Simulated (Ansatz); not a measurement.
# HfO2 under pressure

All numbers below come from DFT r2SCAN, scalar-relativistic, plane waves, PAW (Ansatz). Settings: 500 eV cutoff, 6×6×8 k-mesh, Gaussian smearing of 0.02 eV, no spin polarisation.

Starting point, cell and atoms relaxed:

```yaml
crystal:
  lattice:
    - [4.83820, 0.00000, 0.00000]
    - [0.00000, 4.83820, 0.00000]
    - [0.00000, 0.00000, 3.22035]
  atoms:
    - { symbol: Hf, position: [0.00000, 0.00000, 0.00000] }
    - { symbol: Hf, position: [0.50000, 0.50000, 0.50000] }
    - { symbol: O, position: [0.19492, 0.80508, 0.50000] }
    - { symbol: O, position: [0.30508, 0.30508, 0.00000] }
    - { symbol: O, position: [0.69492, 0.69492, 0.00000] }
    - { symbol: O, position: [0.80508, 0.19492, 0.50000] }
```

Cell and atoms are relaxed at each pressure within the symmetry of the start, at zero temperature, so transitions that lower the symmetry aren't seen. The k-mesh given is that at zero pressure and may differ at others. a, b and c are the lengths of the cell vectors above. Gaps are generalised Kohn–Sham gaps over the whole zone.

Spin-orbit coupling is left out, which matters for the bands and energies of heavy elements.

```
P (GPa) V (Å³/atom) V/V0  a (Å) b (Å) c (Å)
     -1        12.62  1.004  4.846  4.846  3.224
      0        12.56  1.000  4.838  4.838  3.220
      1        12.51  0.996  4.831  4.831  3.216
      4        12.35  0.983  4.806  4.806  3.209
     12        11.97  0.953  4.747  4.747  3.188
     25        11.46  0.912  4.666  4.666  3.158
     50        10.71  0.853  4.542  4.542  3.116
     90         9.86  0.784  4.387  4.387  3.072
```

Problem. What bulk modulus and pressure derivative fit these points?

Solution. A third-order Birch–Murnaghan fit gives B0 = 227 GPa and B0' = 4.0.

Problem. Which cell vector or vectors give way most up to 90 GPa?

Solution. a and b: the changes are a -9.3 %, b -9.3 %, c -4.6 %.

Problem. What does pressure do to the gap?

Solution. The gaps are 4.52 eV at -1 GPa, 4.53 eV at 0 GPa, 4.54 eV at 1 GPa, 4.59 eV at 4 GPa, 4.71 eV at 12 GPa, 4.89 eV at 25 GPa, 5.14 eV at 50 GPa, 5.21 eV at 90 GPa.

This rutile-type form isn't the usual stable structure of the compound.